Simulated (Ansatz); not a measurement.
# Mo (Im-3m) in Ansatz: reference runs

How does Mo come out in PBEsol? The cell is run as given and disturbed.

Everything below comes from runs of Ansatz 0.2.0. Logs are shortened: lines on timing, memory, paths and dates and some standing lists are left out, and cuts for length are marked.

## (1) The structure

Symmetry: Im-3m, No. 229, cubic system. The conventional cell has a = 3.168 Å, b = 3.168 Å, c = 3.168 Å, α = 90.00°, β = 90.00°, γ = 90.00°. Around Mo (site symmetry m-3m) lie 8 Mo at 2.74 Å.

## (2) Single point, PBEsol

Input file input.yaml:

```yaml
crystal:
  lattice:
    - [-1.5838089719, 1.5838089719, 1.5838089719]
    - [1.5838089719, -1.5838089719, 1.5838089719]
    - [1.5838089719, 1.5838089719, -1.5838089719]
  atoms:
    - { symbol: Mo, position: [0.0, 0.0, 0.0] }
hamiltonian:
  xc: pbesol
  pseudopotentials: { kind: paw }
kpoints:
  mp_grid: { grid: [12, 12, 12] }
scf:
  occupations: { method: fermi_dirac, width: 0.05 }
output:
  forces: true
  stress: true
  eigenvalues: true
  write_density: true
  write_potential: true
  elf: true
  volumetric_format: npy
```

Potentials or basis: Ansatz PAW.

The run is started by

```
> ansatz run input.yaml --threads 2 --pin off --max-ram 5632MiB --backend cpu --events-out ev --progress --plain --runs-dir out
```

The log of the run:

```text
Warning: RAYON_NUM_THREADS=2 ignored (pool sized by the plan → 2); use --threads N
Engine: ansatz 0.2.0, aarch64-unknown-linux-gnu
Pseudopotentials: kind: paw
Pseudopotential: Mo, paw, valence charge 14, recommended cutoff 420 eV (normal), Mo.paw.azcp
Functional definition: PBEsol
  exchange = pbesol_x
  correlation = pbesol_c
Crystal: 1 atoms, lattice volume = 15.892 Å³
Basis set: ecut = 420 eV, 321 PW (Γ), exchange–correlation on 40×40×40 points (8 copies of the dense FFT grid, shifted against one another)
Bands: 11, of which v1, the nominal top of the filled ones, is band 7 counted from 1 (6 counted from 0)
Symmetry: 48 space group operations
Space group: Im-3m (ITA 229), of the structure as read, at distance tolerance 2.5e-5 Å
k-points: 72 of 1728
Non-local potential: Mo, projectors of the file, l = 0: 3, l = 1: 2, l = 2: 2, l = 3: 1
PAW form: soft (Blöchl's): semilocal exchange-correlation on the pseudo side does not see the compensation charge
PAW frozen core: Mo, regenerated for the run's functional, and the local potential with it (the file was generated under x = pbe(κ = 0.804, μ = 0.2195149727645171), c = pbe(β = 0.06672455060314922))
PAW one-centre angular grid: Mo, 590 points (default); XC on 64 Gauss nodes
Initial density: superposition of atomic densities (neutral atoms: chi_scale 0, normalization atom), corrected by the library's trained network
Initial wavefunctions: pseudopotential atomic-orbital guess
Functional: x = pbesol(κ = 0.804, μ = 0.12345679012345678), c = pbesol(β = 0.046)
SCF iter   1: F=—  HF=-4897.469925 eV  |F-HF|=—  |Δ(HF+E_count)|=         —  Δρ=5.25e-3  dr2=3.44e-3  ethr=1.77e-3  ⟨swp⟩=5.1  Hψ=4643  notcnv=0
preconditioner: auto → none  [metal: Δε(μ)=0.101 eV  Ē_g=8.216 eV  σ=0.050 eV  W_gap=0.46  n_scr=0 (ndim 8)  ℏωp=22.8 eV  f_vac=0.000  D(μ)=0.30/eV (n_scr^D=0)]
SCF iter   2: F=—  HF=-4897.468723 eV  |F-HF|=—  |Δ(HF+E_count)|=   1.20e-3  Δρ=1.85e-3  dr2=1.37e-4  ethr=2.45e-5  ⟨swp⟩=2.8  Hψ=1938  notcnv=0
SCF iter   3: F=—  HF=-4897.468722 eV  |F-HF|=—  |Δ(HF+E_count)|=   1.09e-6  Δρ=8.11e-4  dr2=2.50e-5  ethr=9.81e-7  ⟨swp⟩=1.2  Hψ=844  notcnv=0
SCF iter   4: F=—  HF=-4897.468726 eV  |F-HF|=—  |Δ(HF+E_count)|=   4.10e-6  Δρ=3.59e-5  dr2=6.35e-8  ethr=1.79e-7  ⟨swp⟩=2.0  Hψ=1243  notcnv=0
iter 5 did not close the SCF: its close was put off for the readings that it lacked (scf_convergence_deferred on its scf_iter line)
SCF iter   5: F=-4897.468726 eV  HF=-4897.468726 eV  |F-HF|=9.91e-11  |Δ(HF+E_count)|=   6.34e-8  Δρ=4.45e-6  dr2=1.01e-9  ethr=4.54e-10  ⟨swp⟩=2.3  Hψ=1118  notcnv=0
SCF iter   6: F=-4897.468726 eV  HF=-4897.468726 eV  |F-HF|=2.73e-12  |Δ(HF+E_count)|=  1.39e-10  Δρ=6.06e-7  dr2=2.03e-11  ethr=7.23e-12  ⟨swp⟩=4.0  Hψ=3623  notcnv=0
SCF 1 converged in 6 iterations: F = -4897.468726 eV  dr2 = 2.03e-11
SCF converged after 6 iterations
Free energy (F): -4897.468726 eV
Harris-Foulkes:  -4897.468726 eV  (|F-HF|=2.73e-12)
Internal energy: -4897.466221 eV  (E = F + TS)
E sigma→0 (E₀):  -4897.467474 eV
Entropy (-TS):   -0.002505 eV (-2.505 meV/atom)
Fermi energy:    20.515968 eV
--- Per-component energies (eV) ---
  E_band       = -61.681894
  E_kinetic    = 439.960698
  E_local      = -796.880042  (includes V_loc(G=0)·N_el)
  E_nonlocal   = 144.333806
  E_hartree    = 261.982118
  E_xc         = -182.141036
  E_vxc        = -228.120228  (∫ρ·V_xc dr)
  E_paw        = -3143.662408  (= ΣΔE_a)
  E_vpaw       = -144.940518  (= ΣTr[D̂ρ^β])
  E_aug_tail   = 0.000038  (compensation charges beyond the density's cutoff)
  E_ewald      = -1621.268694
  E_core_change = 0.209299  (= ΣΔE_core)
  E_smearing   = -0.002505  (= −TS)
  E_closure    = 0.000000  (closes the sum)
  Σ components = -4897.468726   (vs F -4897.468726, Δ=0.00e0)
--- Forces (eV/Å), atoms counted from 1 ---
  atom   1  Mo    -0.00000000    -0.00000000    -0.00000000
  max |Σ_I F_I| component: 2.16e-32 eV/Å
--- Stress (GPa, compression-positive) ---
       -9.610472      -0.000000      -0.000000
        0.000000      -9.610472      -0.000000
       -0.000000      -0.000000      -9.610472
  P = ⅓ Tr σ = -9.6105 GPa (-96.105 kbar)
--- Band table (eV; the first three rows and the last of 72) ---
  k-point 0: bands = ["-40.6249", "-13.9415", "-13.9415", "-13.9415", "13.3511", "19.2371", "19.2371", "19.2371", "22.1839", "22.1839", "35.2136"]
  k-point 1: bands = ["-40.6086", "-14.0372", "-13.9711", "-13.9422", "13.6501", "19.0708", "19.2058", "19.5194", "21.9534", "22.1900", "35.4244"]
  k-point 2: bands = ["-40.5636", "-14.2939", "-14.0513", "-13.9440", "14.4423", "18.6476", "19.0571", "20.3395", "21.6300", "22.2302", "35.7172"]
  k-point 71: bands = ["-40.2003", "-14.8656", "-14.8656", "-14.8656", "15.2322", "15.2322", "24.4825", "24.4825", "24.4825", "29.4497", "29.4497"]
```

Wall time 0.82 s (2 threads of Arm Neoverse V1, shared host); peak memory 0.26 GiB.

Results:

```yaml
Free_energy: -4897.4687 eV
Pressure: -9.6 GPa
Band_gap_on_the_k_mesh: none (metal or under the smearing width)
```

Levels at points of the mesh, in eV from the Fermi level:
```
              k point  band 3  band 4  band 5  band 6  band 7  band 8  band 9  band 10  band 11
   (0.00, 0.00, 0.00)  -34.46  -34.46   -7.16   -1.28   -1.28   -1.28    1.67     1.67    14.70
  (0.00, 0.00, -0.50)  -34.88  -34.47   -5.19   -3.28    1.59    1.70    2.31     4.71    11.41
(-0.50, -0.50, -0.50)  -35.38  -35.38   -5.28   -5.28    3.97    3.97    3.97     8.93     8.93
```

Caveat: the PAW data sets come from PBE, with cores solved anew for the run's functional, which leaves a small shift of forces and pressure.

## (3) Single point, PBEsol (cell strained at random at fixed volume)

Input file input.yaml:

```yaml
crystal:
  lattice:
    - [-1.594389, 1.591296, 1.584536]
    - [1.612386, -1.54306, 1.554296]
    - [1.606588, 1.555258, -1.536299]
  atoms:
    - { symbol: Mo, position: [-0.004893, -0.028505, -0.027978] }
hamiltonian:
  xc: pbesol
  pseudopotentials: { kind: paw }
kpoints:
  mp_grid: { grid: [12, 12, 12] }
scf:
  occupations: { method: fermi_dirac, width: 0.05 }
output:
  forces: true
  stress: true
  eigenvalues: true
```

Potentials or basis: Ansatz PAW.

The run is started by

```
> ansatz run input.yaml --threads 2 --pin off --max-ram 5632MiB --backend cpu --events-out ev --progress --plain --runs-dir out
```

The log of the run:

```text
Warning: RAYON_NUM_THREADS=2 ignored (pool sized by the plan → 2); use --threads N
[... 6 set-up lines as earlier in the session ...]
Crystal: 1 atoms, lattice volume = 15.892 Å³
Basis set: ecut = 420 eV, 321 PW (Γ), exchange–correlation on 40×40×40 points (8 copies of the dense FFT grid, shifted against one another)
Bands: 11, of which v1, the nominal top of the filled ones, is band 7 counted from 1 (6 counted from 0)
Symmetry: 2 space group operations
Space group: P-1 (ITA 2), of the structure as read, at distance tolerance 2.5e-5 Å
k-points: 868 of 1728
[... 7 set-up lines as earlier in the session ...]
SCF iter   1: F=—  HF=-4897.457749 eV  |F-HF|=—  |Δ(HF+E_count)|=         —  Δρ=5.29e-3  dr2=3.49e-3  ethr=1.77e-3  ⟨swp⟩=5.0  Hψ=56424  notcnv=0
preconditioner: auto → none  [metal: Δε(μ)=0.022 eV  Ē_g=8.211 eV  σ=0.050 eV  W_gap=0.11  n_scr=0 (ndim 8)  ℏωp=22.8 eV  f_vac=0.000  D(μ)=0.27/eV (n_scr^D=0)]
SCF iter   2: F=—  HF=-4897.456515 eV  |F-HF|=—  |Δ(HF+E_count)|=   1.23e-3  Δρ=1.86e-3  dr2=1.36e-4  ethr=2.49e-5  ⟨swp⟩=2.8  Hψ=23462  notcnv=0
SCF iter   3: F=—  HF=-4897.456513 eV  |F-HF|=—  |Δ(HF+E_count)|=   2.11e-6  Δρ=8.19e-4  dr2=2.50e-5  ethr=9.74e-7  ⟨swp⟩=1.2  Hψ=10211  notcnv=0
SCF iter   4: F=—  HF=-4897.456517 eV  |F-HF|=—  |Δ(HF+E_count)|=   4.33e-6  Δρ=3.69e-5  dr2=6.76e-8  ethr=1.78e-7  ⟨swp⟩=2.0  Hψ=15023  notcnv=0
iter 5 did not close the SCF: its close was put off for the readings that it lacked (scf_convergence_deferred on its scf_iter line)
SCF iter   5: F=-4897.456517 eV  HF=-4897.456517 eV  |F-HF|=1.97e-10  |Δ(HF+E_count)|=   6.18e-8  Δρ=6.03e-6  dr2=1.93e-9  ethr=4.83e-10  ⟨swp⟩=2.3  Hψ=13644  notcnv=0
SCF iter   6: F=-4897.456517 eV  HF=-4897.456517 eV  |F-HF|=7.28e-12  |Δ(HF+E_count)|=  6.52e-10  Δρ=7.33e-7  dr2=3.17e-11  ethr=1.38e-11  ⟨swp⟩=1.1  Hψ=29137  notcnv=0
SCF 1 converged in 6 iterations: F = -4897.456517 eV  dr2 = 3.17e-11
SCF converged after 6 iterations
Free energy (F): -4897.456517 eV
Harris-Foulkes:  -4897.456517 eV  (|F-HF|=7.28e-12)
Internal energy: -4897.454039 eV  (E = F + TS)
E sigma→0 (E₀):  -4897.455278 eV
Entropy (-TS):   -0.002478 eV (-2.478 meV/atom)
Fermi energy:    20.525435 eV
--- Per-component energies (eV) ---
  E_band       = -61.675383
  E_kinetic    = 440.000437
  E_local      = -797.292508  (includes V_loc(G=0)·N_el)
  E_nonlocal   = 144.355235
  E_hartree    = 262.171035
  E_xc         = -182.146342
  E_vxc        = -228.127433  (∫ρ·V_xc dr)
  E_paw        = -3143.671839  (= ΣΔE_a)
  E_vpaw       = -144.953376  (= ΣTr[D̂ρ^β])
  E_aug_tail   = 0.000038  (compensation charges beyond the density's cutoff)
  E_ewald      = -1621.079395
  E_core_change = 0.209299  (= ΣΔE_core)
  E_smearing   = -0.002478  (= −TS)
  E_closure    = 0.000000  (closes the sum)
  Σ components = -4897.456517   (vs F -4897.456517, Δ=0.00e0)
--- Forces (eV/Å), atoms counted from 1 ---
  atom   1  Mo     0.00000000     0.00000000     0.00000000
  max |Σ_I F_I| component: 0.00e0 eV/Å
--- Stress (GPa, compression-positive) ---
      -14.627668      -0.800531      -1.212880
       -0.800531      -7.182437      -3.073226
       -1.212880      -3.073226      -6.284412
  P = ⅓ Tr σ = -9.3648 GPa (-93.648 kbar)
--- Band table (eV; the first three rows and the last of 868) ---
  k-point 0: bands = ["-40.6250", "-13.9846", "-13.9365", "-13.8973", "13.3527", "18.9086", "19.2866", "19.5021", "22.0171", "22.3805", "34.9155"]
  k-point 1: bands = ["-40.6090", "-14.0562", "-13.9637", "-13.9218", "13.6466", "18.9135", "19.1674", "19.7069", "21.8407", "22.3384", "35.2408"]
  k-point 2: bands = ["-40.5651", "-14.3005", "-14.0438", "-13.9288", "14.4254", "18.6484", "18.9646", "20.4420", "21.5671", "22.3259", "35.6106"]
  k-point 867: bands = ["-40.1983", "-14.9204", "-14.9017", "-14.7748", "15.1966", "15.2690", "24.1756", "24.4789", "24.7907", "29.0272", "29.4900"]
```

It took 4.7 s on 2 threads of Arm Neoverse V1, shared host; peak memory 0.42 GiB.

What came out:

```
Free energy            : -4897.4565 eV
Pressure               : -9.4 GPa
Band gap on the k mesh : none (metal or under the smearing width)
```

Stress tensor (GPa, compression positive):
```
-14.63  -0.80  -1.21
 -0.80  -7.18  -3.07
 -1.21  -3.07  -6.28
```

Caveat: the PAW data sets come from PBE, with cores solved anew for the run's functional, which leaves a small shift of forces and pressure.
